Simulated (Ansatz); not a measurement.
# TaSi2: further runs on the relaxed cell

One table from this session's results is given with a row withheld; the runs are named, their logs left out.

The COD entry's cell or inner coordinates are ideal or old and differ from later refinements, so a difference from it is no clean test against experiment.

Method: DFT PBE, scalar-relativistic, plane waves, PAW, in Ansatz 0.2.0.

2 further runs of the same task are left out: 2 set aside as unsound or not needed.

**The structure to begin with**

It takes space group P6_222 (No. 180, hexagonal). Conventional cell: a = 4.806 Å, b = 4.806 Å, c = 6.597 Å, α = 90.00°, β = 90.00°, γ = 120.00°. Ta (site symmetry 222) has 10 Si at 2.62 to 2.84 Å as nearest neighbours. Si (site symmetry 2) has 5 Si at 2.57 to 2.84 Å and 5 Ta at 2.62 to 2.84 Å as nearest neighbours.

Structure file:

```
CELL_PARAMETERS angstrom
4.80571 0.00000 0.00000
-2.40285 4.16186 0.00000
0.00000 0.00000 6.59735
ATOMIC_POSITIONS crystal
Ta 0.50000 0.00000 0.50000
Ta 0.50000 0.50000 0.83333
Ta 0.00000 0.50000 0.16667
Si 0.15892 0.31784 0.50000
Si 0.84108 0.15892 0.83333
Si 0.68216 0.84108 0.16667
Si 0.84108 0.68216 0.50000
Si 0.15892 0.84108 0.83333
Si 0.31784 0.15892 0.16667
```

It is the result of an earlier relaxation at this level (volume 14.66 Å³/atom; gap on the mesh: none (metal)).

Set-up of the first run:

File input.yaml:

```yaml
crystal:
  lattice:
    - [4.805707158, 0.0, 0.0]
    - [-2.402853579, 4.1618644819, 0.0]
    - [0.0, 0.0, 6.5973473072]
  atoms:
    - { symbol: Ta, position: [0.5, 0.0, 0.5] }
    - { symbol: Ta, position: [0.5, 0.5, 0.8333333333] }
    - { symbol: Ta, position: [0.0, 0.5, 0.1666666667] }
    - { symbol: Si, position: [0.1589210528, 0.3178421056, 0.5] }
    - { symbol: Si, position: [0.8410789472, 0.1589210528, 0.8333333333] }
    - { symbol: Si, position: [0.6821578944, 0.8410789472, 0.1666666667] }
    - { symbol: Si, position: [0.8410789472, 0.6821578944, 0.5] }
    - { symbol: Si, position: [0.1589210528, 0.8410789472, 0.8333333333] }
    - { symbol: Si, position: [0.3178421056, 0.1589210528, 0.1666666667] }
basis:
  ecutwfc: 420
kpoints:
  mp_grid: { grid: [12, 12, 6] }
  band_path:
    path:
      - [[0.0, 0.0, 0.0], [0.5, 0.0, 0.0], [0.33333333, 0.33333333, 0.0], [0.0, 0.0, 0.0], [0.0, 0.0, 0.5], [0.5, 0.0, 0.5], [0.33333333, 0.33333333, 0.5], [0.0, 0.0, 0.5]]
      - [[0.5, 0.0, 0.5], [0.5, 0.0, 0.0]]
      - [[0.33333333, 0.33333333, 0.5], [0.33333333, 0.33333333, 0.0]]
    npoints: 14
hamiltonian:
  xc: pbe
scf:
  occupations: { method: gaussian, width: 0.1 }
  n_extra_bands: 22
output:
  forces: true
  stress: true
  eigenvalues: true
  populations: true
  dos: { projected: true, de: 0.02, nscf_kmesh: { grid: [18, 18, 9] } }
  bader: true
  write_density: true
  write_potential: true
  elf: true
  volumetric_format: npy
```

On the command line:

```
ansatz run input.yaml --threads 2 --pin off --max-ram 5120MiB --backend cpu --events-out ev --progress --plain --runs-dir out
```

Among the steps run: Electronic structure at the relaxed geometry; The cell scaled to 0.97 of its volume; Point at V/V0 = 1.03; The cell scaled to 0.94 of its volume; Volume × 1.06.

One of the session's tables, all rows but one given; the rest of the session is left out.

It belongs to the step «Equation of state». 

```
volume (Å³/atom)  energy above the lowest point (meV/atom)  pressure (GPa)
          13.782                                      33.6           12.93
          14.221                                         ?               ?
          14.661                                       0.0            0.00
          15.101                                       7.2           -5.06
          15.541                                      27.1           -9.35
```

**Question.** Estimate the row for volume (Å³/atom) = 14.221.

Worked estimate for «energy above the lowest point (meV/atom)». A straight line through the neighbours (13.782, 33.6) and (14.661, 0.0) gives 33.6 + (0.0 − 33.6) × (14.221 − 13.782) / (14.661 − 13.782) = 16.8; a parabola fitted to 3 rows on both sides gives 8.8.

As computed: energy above the lowest point (meV/atom): 7.9; pressure (GPa): 5.95. In «energy above the lowest point (meV/atom)» the line misses by +8.9 and the parabola by +0.9.
